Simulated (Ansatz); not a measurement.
**Nuclear-site quantities of CsBr as the cell is scaled**

```xyz
2
Lattice="4.3256 0.0000 0.0000 0.0000 4.3256 0.0000 0.0000 0.0000 4.3256" Properties=species:S:1:pos:R:3 pbc="T T T"
Cs    0.0000    0.0000    0.0000
Br    2.1628    2.1628    2.1628
```

Atom numbers follow the list: Cs1, Br2.

The cell is the one relaxed in the Materials Project (mp-22906), not relaxed further here; entries there can be hypothetical.

No spin–orbit coupling, which matters for the heavy atoms here.

Theory: Ansatz 0.2.0, DFT, PBE, all-electron PAW with datasets made for the crystal, scalar-relativistic.

Numerical set-up: a Γ-centred 6×6×6 k mesh, Fermi–Dirac smearing of 0.02 eV, cutoff 200 eV (chosen by the program for this cell), no spin polarisation.

The contact density is the mean electron density over the nuclear volume; its changes follow the s electrons' response to bonding and compression. Changes below are taken from the unscaled cell, where it is 1.90031e+06 e/Å³ at Cs1, 293311 e/Å³ at Br2.

| V/V(cell) | P (GPa) | Δρ(0) Cs1 (e/Å³) | Δρ(0) Br2 (e/Å³) |
| --- | --- | --- | --- |
| 0.9405 | 1.7 | ? | ? |
| 1.0000 | 0.6 | 0.00 | 0.00 |
| 1.0600 | -0.2 | ? | 0.18 |

Question: Fill in "Δρ(0) Cs1 (e/Å³)" for the row "1.0600".

Answer: -0.98.

Question: Fill in "Δρ(0) Cs1 (e/Å³)" for the row "0.9405".

Answer: 1.14.

Question: What belongs in the row "0.9405", column "Δρ(0) Br2 (e/Å³)"?

Answer: -0.17.

The datasets are made afresh for each cell, so very small changes are uncertain. Scalar relativity leaves out the p1/2 density at heavy nuclei.
